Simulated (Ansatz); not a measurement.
Wanted: the native input for an Ansatz 0.2.0 run.

```yaml
Task: single point
Functional: r2SCANh
Potentials_or_basis: Ansatz PAW
Cutoff: "500 eV (not typed: the program's choice for these potentials)"
k_mesh: 6 × 6 × 6
Occupations: fermi-dirac, width 0.05 eV
Spin: no spin polarisation
```

The system is Pt.

```xyz
1
Lattice="0.0000 1.9609 1.9609 1.9609 0.0000 1.9609 1.9609 1.9609 0.0000" Properties=species:S:1:pos:R:3 pbc="T T T"
Pt    0.0000    0.0000    0.0000
```

The input as run:

input.yaml

```yaml
crystal:
  lattice:
    - [0.0, 1.9609, 1.9609]
    - [1.9609, 0.0, 1.9609]
    - [1.9609, 1.9609, 0.0]
  atoms:
    - { symbol: Pt, position: [0.0, 0.0, 0.0] }
hamiltonian:
  xc: r2scanh
  pseudopotentials: { kind: paw }
kpoints:
  mp_grid: { grid: [6, 6, 6] }
scf:
  occupations: { method: fermi_dirac, width: 0.05 }
output:
  forces: true
  stress: true
  eigenvalues: true
```

Potentials or basis: Ansatz PAW.

Run with:

```sh
$ ansatz run input.yaml --threads 2 --pin off --max-ram 5632MiB --backend cpu --events-out ev --progress --plain --runs-dir out
```

Results of the run:

```json
{
  "Pressure": "-1.9 GPa",
  "Band gap on the k mesh": "none (metal or under the smearing width)"
}
```

Caveat: the k mesh is coarse (spacing up to 0.46 Å⁻¹), so the values aren't converged, least of all with exact exchange; the PAW data sets come from PBE, with cores solved anew for the run's functional, which leaves a small shift of forces and pressure; the thresholds are loose for stress.

It took 17 s on 2 threads of Arm Neoverse V1 (shared host), peak memory 0.63 GiB.
